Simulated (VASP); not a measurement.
Here is a VASP 6.6.1 calculation.

Contents of INCAR:

```
PREC = Accurate
ENCUT = 600
EDIFF = 1E-6
ISMEAR = -1
SIGMA = 0.05
LREAL = False
LASPH = True
NELM = 60
ALGO = Normal
ISIF = 3
LWAVE = False
LCHARG = False
GGA = BO
LUSE_VDW = True
AGGAC = 0.0
PARAM1 = 0.1833333333
PARAM2 = 0.22
IBRION = 2
NSW = 60
EDIFFG = -0.02
```

KPOINTS

```
Automatic mesh
0
Gamma
  7 7 6
```

File POSCAR:

```
SnO
1.0
    3.8136952200      0.0000000000      0.0000000000
    0.0000000000      3.8136952200      0.0000000000
    0.0000000000      0.0000000000      4.8869133000
Sn O
2 2
Direct
    0.5000000000      0.0000000000      0.7646261400
    0.0000000000      0.5000000000      0.2353738600
    0.0000000000      0.0000000000      0.0000000000
    0.5000000000      0.5000000000      0.0000000000
```

Potentials or basis: VASP PAW PBE potentials, release 64 (Sn_d, O).

Command:

```console
$ cat potpaw_PBE.64/Sn_d/POTCAR potpaw_PBE.64/O/POTCAR > POTCAR
$ mpirun -np 1 vasp_std > vasp.out
```

Problem. What does it give for the band gap on the k mesh?

Solution. 0.61 eV, indirect (least direct gap 2.13 eV).

Problem. What does it give for the space group after relaxing (to 0.05 Å)?

Solution. P4/nmm (No. 129).

Problem. Predict the relaxed volume.

Solution. 18.27 Å³/atom.

Problem. Estimate the relaxed cell.

Solution. a = 3.858 Å, b = 3.858 Å, c = 4.908 Å, α = 90.00°, β = 90.00°, γ = 90.00°.

Final structure:
```
Sn O
1.0
     3.85847    0.00000    0.00000
     0.00000    3.85847    0.00000
     0.00000    0.00000    4.90756
Sn O
2 2
Cartesian
  1.9292 3.8585 3.7461
  0.0000 1.9292 1.1615
  0.0000 0.0000 0.0000
  1.9292 1.9292 0.0000
```

Caveat: the PAW data sets were made with another functional, which shifts forces and pressure a little; spin-orbit coupling is left out, which moves the levels of the heavy elements; an odd mesh through Γ misses points on the zone boundary, where band edges often lie.
